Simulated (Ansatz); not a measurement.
# Binding across the interface in twisted graphene bilayer, 27.80° (52 atoms): runs compared

How much energy holds the two parts of twisted graphene bilayer, 27.80° (52 atoms) together, and how does it fall off with distance?

Computed with Ansatz 0.2.0: Kohn-Sham DFT, RPBE+D3(BJ), PAW (set soft_2), plane waves.

## Step 1: The cell as built

The cell holds 52 atoms: 52 C. Its edges and angles: a = 8.870 Å, b = 8.870 Å, c = 15.530 Å, α = 90.0°, β = 90.0°, γ = 120.0°. It derives from C (graphene). Graphene (a = 2.46 Å) under graphene (a = 2.46 Å), bilayer, commensurate cell of 13 unit cells a layer, twist 27.80 deg; facing planes 3.53 Å apart as built; 12 Å of vacuum; minimised with a classical potential. Regions: layer 1, 26 atoms (26 C); layer 2, 26 atoms (26 C). Vacuum lies along c.

## Step 2: The reference run

The reference is a single point at the end of the relaxation.

The parts (lower: layer 1 and upper: layer 2) keep their atoms where they stand in it, and shifted cells move the upper part rigidly.

Its input, with most atom lines left out:

```yaml
crystal:
  lattice:
    - [8.8697, 0.0, 0.0]
    - [-4.43485, 7.68139, 0.0]
    - [0.0, 0.0, 15.53]
  atoms:
    - { symbol: C, position: [0.12821, 0.17949, 0.39053] }
    - { symbol: C, position: [0.17949, 0.05128, 0.39053] }
    - { symbol: C, position: [0.20513, 0.48718, 0.39053] }
    - { symbol: C, position: [0.25641, 0.35897, 0.39056] }
    - { symbol: C, position: [0.28205, 0.79487, 0.39053] }
    - { symbol: C, position: [0.33333, 0.66667, 0.39051] }
    - { symbol: C, position: [0.35897, 0.10256, 0.39056] }
    [... atom lines 8 to 52 left out ...]
kpoints:
  mp_grid: { grid: [3, 3, 1] }
hamiltonian:
  xc: rpbe
  dispersion: d3bj
scf:
  occupations: { method: fermi_dirac, width: 0.05 }
output:
  forces: true
  populations: intrinsic
  dos:
    method: { smearing: { sigma: 0.1 } }
    de: 0.1
    projected:
      site_lists:
        C: [C]
        layer_1: [0, 1, 2, 3, 4, 5, 6, 7, 8, 9, 10, 11, 12, 13, 14, 15, 16, 17, 18, 19, 20, 21, 22, 23, 24, 25]
        layer_2: [26, 27, 28, 29, 30, 31, 32, 33, 34, 35, 36, 37, 38, 39, 40, 41, 42, 43, 44, 45, 46, 47, 48, 49, 50, 51]
  eigenvalues: true
  write_density: true
  write_potential: true
  volumetric_format: npy
  elf: true
```

- free energy per atom: -252.6410 eV/atom
- r.m.s. force component: 0.00757 eV/Å

No gap is quoted, since levels at the Fermi energy are partly filled.

## Step 3: The runs

Each row is one run, on 4 threads of Arm Neoverse V2, shared host. The free energy is the program's total, comparable only between runs with the same functional, potentials and atoms, or as a whole against its parts.

```csv
run,atoms,outcome,"ionic steps, all passes",free energy (eV),time,host memory (GiB)
Single point at the start,52,converged,-,-13137.333,9 s,2.1
Relaxation,52,converged,2,-13137.333,14 s,2.1
Single point at the relaxed geometry,52,converged,-,-13137.333,20 s,2.2
The lower part alone,26,converged,-,-6568.063,6.7 s,1.4
The upper part alone,26,converged,-,-6568.063,7.7 s,1.4
Upper part moved by +0.3 Å,52,converged,-,-13137.232,12 s,2.2
Upper part moved by -0.3 Å,52,converged,-,-13137.144,12 s,2.2
Upper part moved by +0.8 Å,52,converged,-,-13136.949,12 s,2.2
Upper part moved by +1.6 Å,52,converged,-,-13136.581,12 s,2.2
Upper part moved by +3 Å,52,converged,-,-13136.302,12 s,2.2
```

In some runs the program notes that positions were snapped to a detected symmetry, the atoms just miss a symmetry operation and the exchange-correlation potential is rough where the density is thin.

## Step 4: Interaction energy

Whole cell less its two parts, each frozen at the geometry of the whole and solved in the same cell with the same functional, so that energy zeros cancel. The upper part is 'layer 2' and the lower part 'layer 1'. The nearest atoms of the two parts stand 3.40 Å apart. The face is 68.13 Å².

```csv
functional,interaction energy (eV),"of it, the added dispersion term (eV)",per area (meV/Å²),per area (J/m²),per atom of the upper part (meV)
RPBE+D3(BJ),-1.208,-2.117,-17.7,-0.28,-46.5
```

## Step 5: Energy against separation

The upper part is moved rigidly along the normal from its place in the reference.

```csv
shift (Å),energy change (eV),per area (meV/Å²),share of the binding lost (%)
-0.3,0.190,2.78,-
+0.0,0.000,0.00,-
+0.3,0.102,1.49,8
+0.8,0.384,5.64,32
+1.6,0.753,11.05,62
+3.0,1.032,15.14,85
```

## Step 6: Levels of whole and parts

```csv
cell,level spacing (eV),"vacuum level at the upper face, over the highest filled level, or over E_F where no gap is given (eV)",moment (μB)
whole,-,4.16,no spin
lower part,-,4.10,no spin
upper part,-,4.10,no spin
```

A dash marks a cell without a clear gap, or without a flat potential in the vacuum.

## Step 7: What came out

The parts bind with 17.7 meV/Å² (1.21 eV for the cell) at the level RPBE+D3(BJ), the size of van der Waals binding between sheets. The added dispersion term contributes -2.117 eV, the functional itself 0.909 eV. The curvature over ±0.3 Å is 0.76×10²⁰ N/m³, and the energy rises faster on the near side. At +3.0 Å, 85 % of the binding is lost; the shift also narrows the vacuum to the periodic image.

Caveats: The parts are frozen, so the energy of their deformation isn't counted. No correction is made for dipoles across the vacuum, and the parts also feel their periodic images through it.

The DFT runs together took 2 min of wall time.

[Logs are printed without paths, hosts, clocks, repeated set-up lines and the standing remarks that a program may print on its own settings, such as how far it seeks lower states.]

[Hosts, paths, dates, database ids (printed as entryN), source tags and the programs' standing remarks are cut or masked in the printed files.]
